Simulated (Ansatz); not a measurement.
# Elastic constants of AlNi at 10 GPa (stress–strain coefficients): input and output

Theory: DFT PBEsol, scalar-relativistic, plane waves, PAW (Ansatz).

Launched with:
```bash
ansatz run input.yaml --threads 1 --pin off --max-ram 3072MiB --backend cpu --events-out ev --progress --plain --runs-dir out
```

Input (bare energies are in eV):
```yaml
crystal:
  lattice:
    - [1.9893668188, -1.9893668188, 0.0]
    - [1.9893668188, 1.9893668188, 0.0]
    - [0.0, 0.0, 2.8158589668]
  atoms:
    - { symbol: Al, position: [0.0, 0.0, 0.0] }
    - { symbol: Ni, position: [0.5, 0.5, 0.5] }
basis:
  ecutwfc: 420
kpoints:
  mp_grid: { grid: [16, 16, 14] }
hamiltonian:
  xc: pbesol
scf:
  occupations: { method: fermi_dirac, width: 0.15 }
output:
  forces: true
  stress: true
  eigenvalues: true
elastic:
  mode: relaxed_ion
  amplitude: 0.005
```

From the output:
```
--- Elastic constants: 4 strain directions × 4 members + reference (group order 16) ---
  dense FFT box of the reference and of every strained cell: 20×20×20
  strains applied: 11, 33, 23, 12; error gains: componentwise 1.00 (the most a stress slope's error grows in a printed constant), spectral 1.41 (1 for all six strains in a standard setting)
  C = ∂σ_k/∂η_j (tension-positive GPa; Voigt order 11 22 33 23 13 12):
       380.999     77.207    184.665     -0.000      0.000      0.000
        77.207    380.999    184.665     -0.000      0.000      0.000
       184.681    184.681    274.437     -0.000      0.000      0.000
        -0.000      0.000     -0.000    151.483     -0.000     -0.000
        -0.000      0.000      0.000     -0.000    151.483      0.000
        -0.000     -0.000      0.000      0.000      0.000     44.861
  reference stress σ⁰ (GPa):     -9.985     -9.985     -9.990     -0.000      0.000     -0.000
  C* (energy form; C + prestress term) asymmetry max|C*_kj − C*_jk| = 1.033e-2 GPa — a small one proves nothing (zero by symmetry where the batch's group is 432, −43m or m−3m); a large one is finite-difference/SCF noise where every solve ...
  moduli (Voigt/Reuss/Hill, GPa): K = 214.39/214.39/214.39   G = 108.89/77.60/93.25   E = 244.32   ν = 0.310
  mechanically stable: yes (min eigenvalue of sym C = 44.86 GPa)
  strain η (Voigt 11):  stress-route row diagonal C_11 = 381.00 GPa, energy-path curvature d²(F+E_count+ΔE)/dδ²/Ω₀ = 381.05 GPa
    cells at ±δ against ±2δ: C31 184.73 and 184.87 GPa, apart by 0.04 % of the column's largest entry
         δ    σ_11 (GPa) F (eV) n_scf n_hpsi n_pw
    -1.000e-2     -13.9158       -6330.8424536       8  181347    449   relax 0 steps, max|allowed force component| 2.75e-28 eV/Å
    -5.000e-3     -11.9199       -6330.8514339       4  125117    451   relax 0 steps, max|allowed force component| 2.38e-28 eV/Å
     5.000e-3      -8.1099       -6330.8653366       6  156827    461   relax 0 steps, max|allowed force component| 1.00e-28 eV/Å
     1.000e-2      -6.2954       -6330.8703423       7  151482    461   relax 0 steps, max|allowed force component| 8.97e-29 eV/Å
  strain η (Voigt 33):  stress-route row diagonal C_33 = 274.44 GPa, energy-path curvature d²(F+E_count+ΔE)/dδ²/Ω₀ = 274.57 GPa
    cells at ±δ against ±2δ: C33 274.47 and 274.56 GPa, apart by 0.03 % of the column's largest entry
         δ    σ_33 (GPa) F (eV) n_scf n_hpsi n_pw
    -1.000e-2     -12.8317       -6330.8431979       8  112103    451   relax 0 steps, max|allowed force component| 2.59e-29 eV/Å
    -5.000e-3     -11.3866       -6330.8516156       5   96719    461   relax 0 steps, max|allowed force component| 3.11e-28 eV/Å
     5.000e-3      -8.6419       -6330.8655232       6   94955    461   relax 0 steps, max|allowed force component| 4.44e-29 eV/Å
     1.000e-2      -7.3405       -6330.8710789       7  100204    461   relax 0 steps, max|allowed force component| 1.29e-28 eV/Å
  strain η (Voigt 23):  stress-route row diagonal C_44 = 151.48 GPa, energy-path curvature d²(F+E_count+ΔE)/dδ²/Ω₀ = 156.47 GPa
    cells at ±δ against ±2δ: C44 151.49 and 151.50 GPa, apart by 0.01 % of the column's largest entry
         δ    σ_23 (GPa) F (eV) n_scf n_hpsi n_pw
    -1.000e-2      -1.5150       -6330.8579596       7  260711    455   relax 0 steps, max|allowed force component| 0.00e0 eV/Å
    -5.000e-3      -0.7574       -6330.8587754       4  217845    461   relax 0 steps, max|allowed force component| 1.03e-28 eV/Å
     5.000e-3       0.7574       -6330.8587754       4  209916    461   relax 0 steps, max|allowed force component| 1.03e-28 eV/Å
     1.000e-2       1.5150       -6330.8579596       7  235627    455   relax 0 steps, max|allowed force component| 0.00e0 eV/Å
  strain η (Voigt 12):  stress-route row diagonal C_66 = 44.86 GPa, energy-path curvature d²(F+E_count+ΔE)/dδ²/Ω₀ = 49.82 GPa
    cells at ±δ against ±2δ: C66 44.86 and 44.84 GPa, apart by 0.03 % of the column's largest entry
         δ    σ_12 (GPa) F (eV) n_scf n_hpsi n_pw
    -1.000e-2      -0.4484       -6330.8587011       7  169735    461   relax 0 steps, max|allowed force component| 1.03e-28 eV/Å
    -5.000e-3      -0.2243       -6330.8589617       3  137164    461   relax 0 steps, max|allowed force component| 8.98e-29 eV/Å
     5.000e-3       0.2243       -6330.8589617       3  132344    461   relax 0 steps, max|allowed force component| 8.97e-29 eV/Å
     1.000e-2       0.4484       -6330.8587011       6  153192    461   relax 0 steps, max|allowed force component| 1.52e-28 eV/Å
```

It took 89 s on 1 thread of Intel(R) Xeon(R) 6975P-C (Granite Rapids) (shared host), peak memory 0.64 GiB.

In a metal, frequencies and elastic constants depend on the k mesh and the smearing, soft modes and shear constants most. Spin polarisation was left out, and a magnetic state may lie lower. Other phases may be more stable at this pressure.